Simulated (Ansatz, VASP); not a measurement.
**One calculation of Ag, two programs**

Contents of INCAR:

```
SYSTEM = Ag
ALGO = Fast ; EDIFF = 1E-6
ENCUT = 520 ; GGA = PE
ISIF = 2 ; ISMEAR = 0
LASPH = .True. ; LCHARG = .True.
LELF = .True. ; LREAL = .False.
LVHAR = .True. ; LWAVE = .False.
NBANDS = 18 ; NELM = 60
PREC = Accurate ; SIGMA = 0.1
```

KPOINTS

```
k-points
0
Gamma
  9 9 15
  0 0 0
```

Contents of POSCAR:

```
Ag
1.0
    3.8927040404      0.0000000000     -0.0034051262
    0.0000000000      3.8927055297      0.0000000000
   -1.9483094196      0.0000000000      2.2526618690
Ag
2
Direct
    0.0000000000      0.0000000000      0.0000000000
    0.5000000000      0.5000000000      0.0000000000
```

Input for Ansatz:

```yaml
crystal:
  lattice:
    - [3.8927040404, 0.0, -0.0034051262]
    - [0.0, 3.8927055297, 0.0]
    - [-1.9483094196, 0.0, 2.252661869]
  atoms:
    - { symbol: Ag, position: [0.0, 0.0, 0.0] }
    - { symbol: Ag, position: [0.5, 0.5, 0.0] }
basis:
  ecutwfc: 420
kpoints:
  mp_grid: { grid: [9, 9, 15] }
hamiltonian:
  xc: pbe
scf:
  occupations: { method: gaussian, width: 0.1 }
output:
  forces: true
  stress: true
  eigenvalues: true
  write_density: true
  write_potential: true
  elf: true
  volumetric_format: npy
```

Change from the starting cell: band edges of the strained film's bulk.

Alike in both runs: task single point; functional PBE; k mesh 9 × 9 × 15; occupations gaussian, width 0.1 eV; no spin polarisation.

|  | VASP | Ansatz |
| --- | --- | --- |
| version | VASP 6.6.1 | Ansatz 0.2.0 |
| potentials or method | VASP PAW PBE potentials, release 64 (Ag) | scalar-relativistic, plane waves, PAW |
| plane-wave cutoff (eV) | 520 | 420 |
| valence electrons in the cell | 22 | 38 |

```tsv
	VASP	Ansatz	Ansatz less VASP
gap on the k mesh at the Fermi level (eV)	none	none	-
pressure (GPa)	5.6	5.6	+0.07
largest component of the traceless stress (GPa)	5.60	5.64	+0.048
```

A gap of «none» marks a metal or a gap that the smearing closes. With one functional, cell and mesh, what is left measures potentials, basis and numerics. The two sets of potentials don't hold the same shells in valence.
